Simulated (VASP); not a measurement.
Crystal: MnS.

```
Mn S
1.0
     0.00000    2.60450    2.60450
     2.60450    0.00000    2.60450
     2.60450    2.60450    0.00000
Mn S
1 1
Cartesian
  0.0000 0.0000 0.0000
  2.6045 2.6045 2.6045
```

| Quantity | Value |
| --- | --- |
| Program | VASP 6.6.1 |
| Task | single point |
| Functional | PBE |
| Potentials or basis | VASP PAW PBE potentials, release 64 (Mn_pv, S) |
| Cutoff | 520 eV |
| k mesh | 9 × 9 × 9 |
| Occupations | fermi-dirac, width 0.05 eV |
| Spin | collinear spin, ferromagnetic start |
| Starting moments | [4.0, 0.0] μB |

On this cell: pressure -2.9 GPa; largest force zero by symmetry; net moment 4.71 μB per cell; site moments Mn +4.26; S +0.11 μB; band gap on the k mesh none (metal or under the smearing width).

The same run follows on a disturbed copy (atoms moved at random, drawn with an rms of 0.05 Å):

```
Mn S
1.0
     0.00000    2.60450    2.60450
     2.60450    0.00000    2.60450
     2.60450    2.60450    0.00000
Mn S
1 1
Direct
  0.00369 0.00203 0.98863
  0.50638 0.51126 0.48776
```

Q: What changes?

A: The energy (extrapolated to zero smearing) moves by +0.9 meV/atom; pressure -2.8 GPa; largest force 0.095 eV/Å; net moment 4.71 μB per cell; site moments Mn +4.26; S +0.11 μB; band gap on the k mesh none (metal or under the smearing width).

Forces in eV/Å, atoms in the order of the input:
```
Mn   0.054  0.012  0.077
S   -0.054 -0.012 -0.077
```

Stress tensor (GPa, compression positive):
```
-2.84  0.00  0.00
 0.00 -2.89  0.00
 0.00  0.00 -2.79
```

Caveats: a cell with one magnetic atom can't hold antiferromagnetic order, which such compounds often take; semilocal functionals often make such compounds metallic where correlation or magnetic order opens a gap, which also shifts bond lengths.
